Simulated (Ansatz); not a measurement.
**TiPt5: one candidate of a structure search**

Aim: relax a trial structure of TiPt5 and see where it ends.

Method: DFT PBE, scalar-relativistic, plane waves, PAW, in Ansatz 0.2.0.

**1. The system as given**

It takes space group P4/mmm (No. 123, tetragonal). Conventional cell: a = 3.643 Å, b = 3.643 Å, c = 6.988 Å, α = 90.00°, β = 90.00°, γ = 90.00°. Ti (site symmetry 4/mmm) has 4 Pt at 2.58 Å as nearest neighbours. Pt (site symmetry 2mm) is surrounded by 1 Pt at 1.95 Å. Around Pt (site symmetry 4/mmm) lie 4 Ti at 2.58 Å.

Coordinates:

```xyz
6
Lattice="3.6429 0.0000 0.0000 0.0000 3.6429 0.0000 0.0000 0.0000 6.9878" Properties=species:S:1:pos:R:3 pbc="T T T"
Ti    1.8214    1.8214    3.4939
Pt    0.0000    1.8214    0.9761
Pt    1.8214    0.0000    0.9761
Pt    0.0000    1.8214    6.0118
Pt    1.8214    0.0000    6.0118
Pt    0.0000    0.0000    3.4939
```

The cell is invented: random cell by space group and Wyckoff sites (P4/mmm, No. 123). The dimensions are guesses.

**2. Probe: one point on a coarse mesh**

input.yaml

```yaml
crystal:
  lattice:
    - [3.64287176, 0.0, 0.0]
    - [0.0, 3.64287176, 0.0]
    - [0.0, 0.0, 6.9878247]
  atoms:
    - { symbol: Ti, position: [0.5, 0.5, 0.5] }
    - { symbol: Pt, position: [0.0, 0.5, 0.13968112] }
    - { symbol: Pt, position: [0.5, 0.0, 0.13968112] }
    - { symbol: Pt, position: [0.0, 0.5, 0.86031888] }
    - { symbol: Pt, position: [0.5, 0.0, 0.86031888] }
    - { symbol: Pt, position: [0.0, 0.0, 0.5] }
basis:
  ecutwfc: 420
kpoints:
  mp_grid: { grid: [6, 6, 4] }
hamiltonian:
  xc: pbe
scf:
  occupations: { method: gaussian, width: 0.1 }
  lower_state_search: "off"
output:
  forces: true
  stress: true
  eigenvalues: true
```

The run is started by

```console
$ ansatz run input.yaml --threads 1 --pin off --max-ram 2560MiB --backend cpu --events-out ev --progress --plain --runs-dir out
```

Output (excerpt; [...] marks lines left out):

```text
[...]
SCF converged after 7 iterations
Free energy (F): -65104.810561 eV
[...]
E sigma→0 (E₀):  -65104.795578 eV
Entropy (-TS):   -0.029965 eV (-4.994 meV/atom)
Fermi energy:    22.125376 eV
[...]
--- Forces (eV/Å), atoms counted from 1 ---
  atom   1  Ti     0.00000000    -0.00000000     0.00000000
  atom   2  Pt     0.00000000     0.00000000    26.50091777
  atom   3  Pt     0.00000000     0.00000000    26.50091777
  atom   4  Pt     0.00000000     0.00000000   -26.50091777
  atom   5  Pt     0.00000000     0.00000000   -26.50091777
  atom   6  Pt    -0.00000000     0.00000000     0.00000000
[...]
--- Stress (GPa, compression-positive) ---
       26.755063       0.000000       0.000000
        0.000000      26.755063       0.000000
        0.000000       0.000000     160.853791
  P = ⅓ Tr σ = 71.4546 GPa (714.546 kbar)
--- Band table (eV; the first three rows and the last of 30) ---
[...]
```

Run time: 4.2 s. Hardware: 1 thread of Intel Xeon 6975P-C (Granite Rapids), shared host; peak memory 0.56 GiB.

From the probe: pressure 71.5 GPa, largest force 26.50 eV/Å, gap on this mesh none (metal). A cheap, loose relaxation comes first.

**3. Coarse relaxation**

Edit input.yaml of step 2 so:

```diff
@@ -25 +25,6 @@
   eigenvalues: true
+relax:
+  adjacent_minimum: "off"
+  f_tol: 0.04
+  max_steps: 70
+  cell: { stress_tol: 0.4 }
```

The run is started by

```console
$ ansatz run input.yaml --threads 1 --pin off --max-ram 2560MiB --backend cpu --events-out ev --progress --plain --runs-dir out
```

Output:

```text
Warning: RAYON_NUM_THREADS=1 ignored (pool sized by the plan → 1); use --threads N
Engine: ansatz 0.2.0, x86_64-unknown-linux-gnu
Pseudopotentials: kind: paw
Pseudopotential: Ti, paw, valence charge 12, recommended cutoff 420 eV (normal), Ti.paw.azcp
Pseudopotential: Pt, paw, valence charge 18, recommended cutoff 420 eV (normal), Pt.paw.azcp
Functional definition: PBE
  parameter kappa = 0.804
  parameter beta = 0.06672455060314922
  exchange = pbe_x(kappa = kappa, mu = beta*pi^2/3)
  correlation = pbe_c(beta = beta)
Crystal: 6 atoms, lattice volume = 92.732 Å³
Basis set: ecut = 420 eV, 1791 PW (Γ), exchange–correlation on 50×50×96 points (8 copies of the dense FFT grid, shifted against one another)
Bands: 62, of which v1, the nominal top of the filled ones, is band 51 counted from 1 (50 counted from 0)
Symmetry: 16 space group operations
Space group: P4/mmm (ITA 123), of the structure as read, at distance tolerance 4.5e-5 Å
k-points: 30 of 144
Non-local potential: Ti, projectors of the file, l = 0: 3, l = 1: 2, l = 2: 3, l = 3: 1
Non-local potential: Pt, projectors of the file, l = 0: 3, l = 1: 2, l = 2: 2, l = 3: 1
PAW form: soft (Blöchl's): semilocal exchange-correlation on the pseudo side does not see the compensation charge
PAW one-centre angular grid: Ti, 590 points (default); XC on 64 Gauss nodes
PAW one-centre angular grid: Pt, 590 points (default); XC on 64 Gauss nodes
Initial density: superposition of atomic densities (neutral atoms: chi_scale 0, normalization atom), corrected by the library's trained network
Initial wavefunctions: pseudopotential atomic-orbital guess
Functional: x = pbe(κ = 0.804, μ = 0.2195149727645171), c = pbe(β = 0.06672455060314922)
SCF iter   1: F=—  HF=-65104.809040 eV  |F-HF|=—  |Δ(HF+E_count)|=         —  Δρ=9.81e-3  dr2=6.15e-2  ethr=1.77e-3  ⟨swp⟩=5.2  Hψ=6536  notcnv=0  defer=2
preconditioner: auto → Kerker (q_TF=auto, 2.772 Å⁻¹)  [metal: Δε(μ)=0.017 eV  Ē_g=7.299 eV  σ=0.100 eV  W_gap=0.09  n_scr=38 (ndim 8)  ℏωp=28.3 eV  f_vac=0.000  D(μ)=6.40/eV (n_scr^D=58)]
SCF iter   2: F=—  HF=-65104.816390 eV  |F-HF|=—  |Δ(HF+E_count)|=   7.35e-3  Δρ=5.22e-3  dr2=1.96e-2  ethr=6.03e-5  ⟨swp⟩=1.0  Hψ=2161  notcnv=0  defer=2
SCF iter   3: F=—  HF=-65104.810710 eV  |F-HF|=—  |Δ(HF+E_count)|=   5.68e-3  Δρ=8.21e-4  dr2=7.07e-4  ethr=1.92e-5  ⟨swp⟩=2.0  Hψ=2310  notcnv=0  defer=2
SCF iter   4: F=—  HF=-65104.810623 eV  |F-HF|=—  |Δ(HF+E_count)|=   8.70e-5  Δρ=2.16e-4  dr2=5.52e-5  ethr=6.93e-7  ⟨swp⟩=2.0  Hψ=2400  notcnv=0  defer=2
SCF iter   5: F=—  HF=-65104.810561 eV  |F-HF|=—  |Δ(HF+E_count)|=   6.14e-5  Δρ=6.39e-5  dr2=6.37e-6  ethr=5.41e-8  ⟨swp⟩=2.1  Hψ=2366  notcnv=0  defer=2
SCF iter   6: F=—  HF=-65104.810561 eV  |F-HF|=—  |Δ(HF+E_count)|=   4.39e-7  Δρ=1.89e-5  dr2=9.72e-7  ethr=6.24e-9  ⟨swp⟩=2.0  Hψ=2549  notcnv=0  defer=2
SCF iter   7: F=-65104.810561 eV  HF=-65104.810561 eV  |F-HF|=4.49e-8  |Δ(HF+E_count)|=   2.17e-8  Δρ=4.62e-6  dr2=5.49e-8  ethr=9.80e-11  ⟨swp⟩=6.8  Hψ=6987  notcnv=0
SCF 1 converged in 7 iterations: F = -65104.810561 eV  dr2 = 5.49e-8
relax step   1: F+E_penalty+E_count = -65104.81056063 eV  Δ(F+E_penalty+E_count) = +0.000e0 eV  max|allowed force component| = 2.650e1 eV/Å  Δτ_max = 0.0000 Å  P = +71.455 GPa  Ω = 92.732 Å³  (7 SCF iters, dr2 threshold 1.00e-7 eV, accepted)
Crystal: 6 atoms, lattice volume = 97.249 Å³
Basis set: ecut = 420 eV, 1873 PW (Γ), exchange–correlation on 50×50×96 points (8 copies of the dense FFT grid, shifted against one another)
Initial density: handed on by an earlier stage of this run
Initial wavefunctions: those handed on with the density
SCF iter   1: F=—  HF=-65115.735404 eV  |F-HF|=—  |Δ(HF+E_count)|=         —  Δρ=5.47e-2  dr2=7.86e0  ethr=3.10e-3  ⟨swp⟩=5.1  Hψ=5820  notcnv=0  defer=3
preconditioner: auto → Kerker (q_TF=auto, 2.750 Å⁻¹)  [metal: Δε(μ)=0.016 eV  Ē_g=6.676 eV  σ=0.100 eV  W_gap=0.09  n_scr=38 (ndim 8)  ℏωp=27.7 eV  f_vac=0.000  D(μ)=4.60/eV (n_scr^D=38)]
SCF iter   2: F=—  HF=-65115.354468 eV  |F-HF|=—  |Δ(HF+E_count)|=   3.81e-1  Δρ=2.80e-2  dr2=2.72e0  ethr=3.10e-3  ⟨swp⟩=2.0  Hψ=2355  notcnv=0  defer=73
SCF iter   3: F=—  HF=-65115.158490 eV  |F-HF|=—  |Δ(HF+E_count)|=   1.96e-1  Δρ=6.75e-3  dr2=5.67e-2  ethr=2.66e-3  ⟨swp⟩=2.0  Hψ=1998  notcnv=0  defer=79
SCF iter   4: F=—  HF=-65115.148892 eV  |F-HF|=—  |Δ(HF+E_count)|=   9.60e-3  Δρ=2.08e-3  dr2=2.45e-2  ethr=5.56e-5  ⟨swp⟩=2.2  Hψ=3177  notcnv=0  defer=99
SCF iter   5: F=—  HF=-65115.146951 eV  |F-HF|=—  |Δ(HF+E_count)|=   1.94e-3  Δρ=8.22e-4  dr2=8.84e-4  ethr=2.40e-5  ⟨swp⟩=1.3  Hψ=1790  notcnv=0  defer=99
SCF iter   6: F=—  HF=-65115.146846 eV  |F-HF|=—  |Δ(HF+E_count)|=   1.05e-4  Δρ=1.67e-4  dr2=3.37e-5  ethr=8.67e-7  ⟨swp⟩=2.0  Hψ=2410  notcnv=0  defer=99
SCF iter   7: F=—  HF=-65115.146843 eV  |F-HF|=—  |Δ(HF+E_count)|=   2.81e-6  Δρ=4.65e-5  dr2=2.35e-6  ethr=3.31e-8  ⟨swp⟩=2.0  Hψ=2537  notcnv=0  defer=99
SCF iter   8: F=-65115.146843 eV  HF=-65115.146844 eV  |F-HF|=1.01e-7  |Δ(HF+E_count)|=   3.35e-7  Δρ=1.48e-5  dr2=2.60e-7  ethr=5.88e-10  ⟨swp⟩=9.0  Hψ=7162  notcnv=0
SCF 2 converged in 8 iterations: F = -65115.146843 eV  dr2 = 2.60e-7
relax step   2: F+E_penalty+E_count = -65115.14684346 eV  Δ(F+E_penalty+E_count) = -1.034e1 eV  max|allowed force component| = 3.171e0 eV/Å  Δτ_max = 0.1950 Å  P = +8.998 GPa  Ω = 97.249 Å³  energy of the carried Pulay correction = -2.819e-3 eV  (8 SCF iters, dr2 threshold 6.00e-7 eV, accepted)
Crystal: 6 atoms, lattice volume = 95.017 Å³
Basis set: ecut = 420 eV, 1823 PW (Γ), exchange–correlation on 50×50×96 points (8 copies of the dense FFT grid, shifted against one another)
iter 1 solved again at ethr=4.42e-4 eV; its pass at ethr=3.10e-3 eV (dr2=4.51e-1 eV) is discarded
SCF iter   1: F=—  HF=-65116.189155 eV  |F-HF|=—  |Δ(HF+E_count)|=         —  Δρ=1.94e-2  dr2=4.46e-1  ethr=4.42e-4  ⟨swp⟩=1.2  Hψ=8111  notcnv=0
preconditioner: auto → Kerker (q_TF=auto, 2.761 Å⁻¹)  [metal: Δε(μ)=0.011 eV  Ē_g=6.540 eV  σ=0.100 eV  W_gap=0.06  n_scr=38 (ndim 8)  ℏωp=28.0 eV  f_vac=0.000  D(μ)=5.20/eV (n_scr^D=46)]
SCF iter   2: F=—  HF=-65116.162589 eV  |F-HF|=—  |Δ(HF+E_count)|=   2.66e-2  Δρ=1.05e-2  dr2=1.46e-1  ethr=4.37e-4  ⟨swp⟩=1.0  Hψ=1860  notcnv=0
SCF iter   3: F=—  HF=-65116.149822 eV  |F-HF|=—  |Δ(HF+E_count)|=   1.28e-2  Δρ=1.17e-3  dr2=2.13e-3  ethr=1.44e-4  ⟨swp⟩=1.0  Hψ=1860  notcnv=0
SCF iter   4: F=—  HF=-65116.149550 eV  |F-HF|=—  |Δ(HF+E_count)|=   2.72e-4  Δρ=2.43e-4  dr2=9.86e-5  ethr=2.09e-6  ⟨swp⟩=2.3  Hψ=2760  notcnv=0
SCF iter   5: F=—  HF=-65116.149445 eV  |F-HF|=—  |Δ(HF+E_count)|=   1.05e-4  Δρ=5.94e-5  dr2=4.08e-6  ethr=9.66e-8  ⟨swp⟩=2.0  Hψ=2642  notcnv=0
SCF iter   6: F=-65116.149445 eV  HF=-65116.149445 eV  |F-HF|=1.19e-7  |Δ(HF+E_count)|=   1.61e-7  Δρ=2.08e-5  dr2=5.07e-7  ethr=5.88e-10  ⟨swp⟩=5.7  Hψ=7204  notcnv=0
SCF 3 converged in 6 iterations: F = -65116.149445 eV  dr2 = 5.07e-7
relax step   3: F+E_penalty+E_count = -65116.14944474 eV  Δ(F+E_penalty+E_count) = -1.003e0 eV  max|allowed force component| = 2.369e0 eV/Å  Δτ_max = 0.0739 Å  P = +9.489 GPa  Ω = 95.017 Å³  energy of the carried Pulay correction = -1.443e-3 eV  (6 SCF iters, dr2 threshold 6.00e-7 eV, accepted)
[... 11 lines left out ...]
relax step   4: F+E_penalty+E_count = -65116.96925961 eV  Δ(F+E_penalty+E_count) = -8.198e-1 eV  max|allowed force component| = 1.111e0 eV/Å  Δτ_max = 0.0912 Å  P = +7.006 GPa  Ω = 95.160 Å³  energy of the carried Pulay correction = -1.532e-3 eV  (6 SCF iters, dr2 threshold 6.00e-7 eV, accepted)
[... 12 lines left out ...]
relax step   5: F+E_penalty+E_count = -65117.10295673 eV  Δ(F+E_penalty+E_count) = -1.337e-1 eV  max|allowed force component| = 1.986e-1 eV/Å  Δτ_max = 0.0825 Å  P = -4.457 GPa  Ω = 101.017 Å³  energy of the carried Pulay correction = -5.070e-3 eV  (7 SCF iters, dr2 threshold 6.00e-7 eV, accepted)
[... 12 lines left out ...]
relax step   6: F+E_penalty+E_count = -65117.17148335 eV  Δ(F+E_penalty+E_count) = -6.853e-2 eV  max|allowed force component| = 7.978e-2 eV/Å  Δτ_max = 0.0079 Å  P = +0.900 GPa  Ω = 98.307 Å³  energy of the carried Pulay correction = -3.460e-3 eV  (7 SCF iters, dr2 threshold 6.00e-7 eV, accepted)
[... 11 lines left out ...]
relax step   7: F+E_penalty+E_count = -65117.17303181 eV  Δ(F+E_penalty+E_count) = -1.548e-3 eV  max|allowed force component| = 9.447e-3 eV/Å  Δτ_max = 0.0042 Å  P = +0.041 GPa  Ω = 98.640 Å³  energy of the carried Pulay correction = -3.660e-3 eV  (6 SCF iters, dr2 threshold 6.00e-7 eV, accepted)
Basis set: ecut = 420 eV, 1925 PW (Γ), exchange–correlation on 54×54×90 points (8 copies of the dense FFT grid, shifted against one another)
Initial wavefunctions: pseudopotential atomic-orbital guess (no wavefunctions were taken with the density)
iter 1 solved again at ethr=1.01e-7 eV; its pass at ethr=3.10e-3 eV (dr2=1.03e-4 eV) is discarded
SCF iter   1: F=—  HF=-65117.176935 eV  |F-HF|=—  |Δ(HF+E_count)|=         —  Δρ=4.60e-4  dr2=1.08e-5  ethr=1.01e-7  ⟨swp⟩=3.8  Hψ=10808  notcnv=0
preconditioner: auto → Kerker (q_TF=auto, 2.744 Å⁻¹)  [metal: Δε(μ)=0.019 eV  Ē_g=6.461 eV  σ=0.100 eV  W_gap=0.11  n_scr=36 (ndim 8)  ℏωp=27.5 eV  f_vac=0.000  D(μ)=7.45/eV (n_scr^D=74)]
SCF iter   2: F=—  HF=-65117.177300 eV  |F-HF|=—  |Δ(HF+E_count)|=   3.65e-4  Δρ=2.36e-4  dr2=2.87e-6  ethr=1.06e-8  ⟨swp⟩=2.1  Hψ=2485  notcnv=0
SCF iter   3: F=—  HF=-65117.177438 eV  |F-HF|=—  |Δ(HF+E_count)|=   1.38e-4  Δρ=1.28e-5  dr2=5.67e-8  ethr=2.82e-9  ⟨swp⟩=2.1  Hψ=3010  notcnv=0
iter 4 did not close the SCF: its close was put off for the readings that it lacked (scf_convergence_deferred on its scf_iter line)
SCF iter   4: F=-65117.177438 eV  HF=-65117.177438 eV  |F-HF|=6.26e-10  |Δ(HF+E_count)|=   1.41e-7  Δρ=1.42e-6  dr2=2.72e-9  ethr=5.56e-11  ⟨swp⟩=2.1  Hψ=2663  notcnv=0
iter 5 did not close the SCF: its close was put off for the readings that it lacked (scf_convergence_deferred on its scf_iter line)
SCF iter   5: F=-65117.177438 eV  HF=-65117.177438 eV  |F-HF|=2.47e-10  |Δ(HF+E_count)|=   1.72e-9  Δρ=5.48e-7  dr2=6.53e-10  ethr=2.67e-12  ⟨swp⟩=1.2  Hψ=1889  notcnv=0
SCF iter   6: F=-65117.177438 eV  HF=-65117.177438 eV  |F-HF|=5.09e-11  |Δ(HF+E_count)|=  3.64e-11  Δρ=1.66e-7  dr2=7.15e-11  ethr=1.00e-12  ⟨swp⟩=2.1  Hψ=5214  notcnv=0
SCF 8 converged in 6 iterations: F = -65117.177438 eV  dr2 = 7.15e-11
relax step   8: F+E_penalty+E_count = -65117.17743800 eV  Δ(F+E_penalty+E_count) = -4.406e-3 eV  max|allowed force component| = 8.817e-3 eV/Å  Δτ_max = 0.0000 Å  P = +0.112 GPa  Ω = 98.640 Å³  stress off target by 1.65e-1 GPa  SCF on the basis re-selected at this cell (its energy is not comparable with the rows above)  (6 SCF iters)
basis re-selected at this cell: Δ(F+E_penalty+E_count) = -4.406e-3 eV, ΔP = +0.071 GPa vs the last step (what re-selecting the basis moved, of the pressure what is left beyond the Pulay correction that the steps carried, after the strain that the cell walked since its last selection, with what the two solves' SCF thresholds leave and, on support functions, any second-order correction that the steps lacked; it is no measure of the basis error at this ecutwfc). The dense FFT grid was sized anew with the basis: this SCF ran on 27×27×45 points, the steps before it on 25×25×48, so part of this shift can come from that change (see relax.cell in the input reference). This SCF's stress stands 1.65e-1 GPa from its target on what of the cell is left free (relax.cell.stress_tol is 4.00e-1 GPa) and its largest allowed force component is 8.82e-3 eV/Å (relax.f_tol is 4.00e-2 eV/Å): within both
SCF converged after 6 iterations
Free energy (F): -65117.177438 eV
Harris-Foulkes:  -65117.177438 eV  (|F-HF|=5.09e-11)
Internal energy: -65117.140184 eV  (E = F + TS)
E sigma→0 (E₀):  -65117.158811 eV
Entropy (-TS):   -0.037254 eV (-6.209 meV/atom)
Fermi energy:    19.787421 eV
--- Per-component energies (eV) ---
  E_band       = -1044.065779
  E_kinetic    = 3460.350190
  E_local      = -9273.141335  (includes V_loc(G=0)·N_el)
  E_nonlocal   = 1002.739251
  E_hartree    = 3508.742977
  E_xc         = -1407.830163
  E_vxc        = -1637.963207  (∫ρ·V_xc dr)
  E_paw        = -48316.660922  (= ΣΔE_a)
  E_vpaw       = -1613.537923  (= ΣTr[D̂ρ^β])
  E_aug_tail   = 0.001080  (compensation charges beyond the density's cutoff)
  E_ewald      = -14091.341263
  E_smearing   = -0.037254  (= −TS)
  E_closure    = -0.000000  (closes the sum)
  Σ components = -65117.177438   (vs F -65117.177438, Δ=0.00e0)
--- Forces (eV/Å), atoms counted from 1 ---
  atom   1  Ti    -0.00000000     0.00000000     0.00000000
  atom   2  Pt     0.00000000     0.00000000    -0.00881658
  atom   3  Pt     0.00000000     0.00000000    -0.00881658
  atom   4  Pt     0.00000000     0.00000000     0.00881658
  atom   5  Pt     0.00000000     0.00000000     0.00881658
  atom   6  Pt     0.00000000     0.00000000     0.00000000
  max |Σ_I F_I| component: 3.47e-18 eV/Å
--- Stress (GPa, compression-positive) ---
        0.164837       0.000000       0.000000
        0.000000       0.164837       0.000000
        0.000000       0.000000       0.005854
  P = ⅓ Tr σ = 0.1118 GPa (1.118 kbar)
--- Band table (eV; the first three rows and the last of 30) ---
  k-point 0: bands = ["-79.0045", "-78.5078", "-78.4943", "-78.4849", "-78.4713", "-37.6087", "-33.2824", "-33.2824", "-33.1769", "-32.9169", "-32.8681", "-32.7893", "-32.7893", "-32.7774", "-32.7774", "-32.6426", "-32.6290", "-32.5651", "-32.5651", "-32.5471", "-32.5471", "-13.8666", "-13.8666", "-13.8170", "10.7391", "13.3588", "13.4468", "13.5501", "13.8553", "13.9954", "14.4618", "14.4618", "14.8995", "14.9437", "15.1866", "15.1866", "16.2258", "16.3279", "17.5389", "17.5389", "17.5446", "17.6628", "17.6628", "18.3780", "18.6212", "19.1583", "19.3687", "19.4886", "19.8381", "19.8381", "20.5638", "20.6582", "21.3696", "21.5529", "21.8007", "21.8007", "22.3856", "22.5379", "22.5379", "27.1674", "28.2141", "28.5746"]
  k-point 1: bands = ["-79.0045", "-78.5080", "-78.4941", "-78.4849", "-78.4713", "-37.6087", "-33.2821", "-33.2821", "-33.1890", "-32.8911", "-32.8670", "-32.7973", "-32.7973", "-32.7697", "-32.7697", "-32.6564", "-32.6301", "-32.5669", "-32.5669", "-32.5454", "-32.5454", "-13.8666", "-13.8666", "-13.8171", "11.0131", "12.9966", "13.5355", "13.6776", "14.0353", "14.0698", "14.1569", "14.1569", "14.7553", "14.7606", "15.6237", "15.7816", "15.7816", "16.3032", "16.7821", "17.1322", "17.1322", "18.1482", "18.1482", "18.3560", "19.1029", "19.1589", "19.1589", "19.3213", "19.9656", "19.9867", "20.5649", "20.6570", "21.3696", "21.3696", "21.5359", "21.6085", "22.3871", "23.6626", "23.6626", "27.0139", "27.6079", "27.6079"]
  k-point 2: bands = ["-79.0045", "-78.5081", "-78.4940", "-78.4849", "-78.4713", "-37.6086", "-33.2817", "-33.2817", "-33.1997", "-32.8659", "-32.8638", "-32.8022", "-32.8022", "-32.7651", "-32.7651", "-32.6731", "-32.6313", "-32.5684", "-32.5684", "-32.5440", "-32.5440", "-13.8666", "-13.8666", "-13.8172", "11.5085", "12.3150", "13.7138", "13.9830", "13.9830", "13.9974", "14.1831", "14.3050", "14.4540", "14.5808", "15.0975", "16.0870", "16.3720", "16.5134", "16.5134", "16.7749", "16.7749", "18.2960", "18.2960", "18.4619", "18.6399", "18.6399", "19.1543", "19.2420", "20.2300", "20.5661", "20.6559", "21.0959", "21.0959", "21.2196", "21.5837", "21.7204", "22.3885", "24.8755", "24.8755", "26.3116", "26.4442", "26.4442"]
  k-point 29: bands = ["-79.0041", "-78.4965", "-78.4965", "-78.4827", "-78.4827", "-37.6073", "-33.2881", "-33.2881", "-33.2066", "-32.8915", "-32.8915", "-32.8198", "-32.8122", "-32.7909", "-32.7755", "-32.6344", "-32.6344", "-32.5572", "-32.5381", "-32.5365", "-32.5174", "-13.8801", "-13.8801", "-13.8128", "13.3583", "13.3583", "13.7037", "14.0547", "14.6993", "14.7920", "14.9250", "14.9250", "15.4141", "15.4141", "16.1842", "16.2271", "16.7675", "16.7675", "16.9494", "16.9494", "17.3890", "17.7693", "17.7693", "17.8710", "17.9004", "18.0666", "18.0666", "18.3052", "19.3657", "19.6279", "19.8760", "19.8938", "20.3093", "21.2363", "21.2363", "21.7270", "21.9088", "21.9088", "22.8913", "22.8913", "23.4731", "23.8640"]
--- Relaxed structure (7 steps of the walk, 7 accepted, 1 SCFs on fresh bases) ---
  F+E_penalty+E_count = -65117.17743800 eV   max|allowed force component| = 8.817e-3 eV/Å   (the final SCF, on the basis selected at the relaxed cell)
  cell:  # Å, volume = 98.6400 Å³
    - [3.9082297043952936, 3.0031901024613345e-34, 0.0]
    - [3.0031901024613345e-34, 3.9082297043952936, 0.0]
    - [0.0, 0.0, 6.457922115696412]
  atoms:
    - { symbol: Ti, position: [0.5, 0.5, 0.49999999999999994] }
    - { symbol: Pt, position: [-1.1324037134059535e-34, 0.5, 0.20130189574782542] }
    - { symbol: Pt, position: [0.5, 2.8224043920756326e-36, 0.20130189574782542] }
    - { symbol: Pt, position: [-1.4132673699832358e-34, 0.5, 0.7986981042521746] }
    - { symbol: Pt, position: [0.5, 4.4745435484125854e-36, 0.7986981042521746] }
    - { symbol: Pt, position: [2.553931779170874e-35, -2.567699605473682e-35, 0.49999999999999994] }
```

It took 44 s on 1 thread of Intel Xeon 6975P-C (Granite Rapids), shared host; peak memory 0.59 GiB.

The steps of the relaxation:

```csv
step,energy from step 1 (eV/cell),largest force component (eV/Å),pressure (GPa),volume (Å³)
1,0.0000,26.5009,71.45,92.73
2,-10.3363,3.1711,9.00,97.25
3,-11.3389,2.3688,9.49,95.02
4,-12.1587,1.1107,7.01,95.16
5,-12.2924,0.1986,-4.46,101.02
6,-12.3609,0.0798,0.90,98.31
7,-12.3625,0.0094,0.04,98.64
8,-12.3669,0.0088,0.11,98.64
```

Step 1 is the start. Step 8 repeats the geometry before it on a plane-wave basis chosen anew for that cell, so its energy need not be comparable with the rows above.

|  | before | after | change |
| --- | --- | --- | --- |
| a (Å) | 3.643 | 3.908 | +7.3 % |
| b (Å) | 3.643 | 3.908 | +7.3 % |
| c (Å) | 6.988 | 6.458 | -7.6 % |
| volume (Å³/atom) | 15.46 | 16.44 | +6.4 % |
| shortest distance (Å) | 1.952 | 2.600 | +33.2 % |
| space group (0.01 Å) | P4/mmm | P4/mmm | same |

The run keeps the 16 symmetry operations of the start, so it could not have lowered the symmetry.

[end of part 1 of 2]
